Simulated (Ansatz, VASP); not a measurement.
Two plane-wave programs on LiF

```
CELL_PARAMETERS angstrom
3.08101 0.00000 0.00000
-1.54051 2.66824 0.00000
0.00000 0.00000 4.78534
ATOMIC_POSITIONS crystal
Li 0.33333 0.66667 0.99257
Li 0.66667 0.33333 0.49257
F 0.33333 0.66667 0.38243
F 0.66667 0.33333 0.88243
```

Alike in both runs: task single point; functional r2SCAN; k mesh 12 × 12 × 6; no spin polarisation.

|  | VASP | Ansatz |
| --- | --- | --- |
| version | VASP 6.6.1 | Ansatz 0.2.0 |
| potentials or method | VASP PAW PBE potentials, release 64 (Li_sv, F) | plane waves, PAW |
| plane-wave cutoff (eV) | 520 | 500 |
| occupations | gaussian, width 0.01 eV | fixed |
| valence electrons in the cell | 20 | 20 |

|  | VASP | Ansatz | Ansatz less VASP |
| --- | --- | --- | --- |
| gap on the k mesh at the Fermi level (eV) | 8.68 | 8.58 | -0.094 |

Caveats: the PAW data sets were made with another functional, which shifts forces and pressure a little (VASP). r2SCAN opens gaps a little over a GGA but as a rule still falls short of measured ones. A k mesh can miss the band edges.
